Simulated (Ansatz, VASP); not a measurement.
**One calculation of Pt, two programs**

```
CELL_PARAMETERS angstrom
2.77767 0.00000 0.00000
-1.38884 2.40554 0.00000
0.00000 0.00000 4.77883
ATOMIC_POSITIONS crystal
Pt 0.33333 0.66667 0.25000
Pt 0.66667 0.33333 0.75000
```

Alike in both runs: functional revPBE; k mesh 13 × 13 × 7; occupations fermi-dirac, width 0.1 eV; no spin polarisation.

Ansatz relaxed the structure, and its values are those at the end. VASP's run is a single point on that final structure, the one shown.

|  | VASP | Ansatz |
| --- | --- | --- |
| version | VASP 6.6.1 | Ansatz 0.2.0 |
| potentials or method | VASP PAW PBE potentials, release 64 (Pt) | plane waves (420 eV) with PAW, scalar-relativistic |
| plane-wave cutoff (eV) | 520 | 420 |
| valence electrons in the cell | 20 | 36 |

VASP gave:

- pressure (GPa): -0.5

Estimate Ansatz's values.

pressure (GPa): 0.0.

The two sets of potentials don't hold the same shells in valence.

Caveats: the PAW data sets were made with another functional, which shifts forces and pressure a little (VASP). The runs have no spin-orbit coupling, so splittings on Pt are missing.
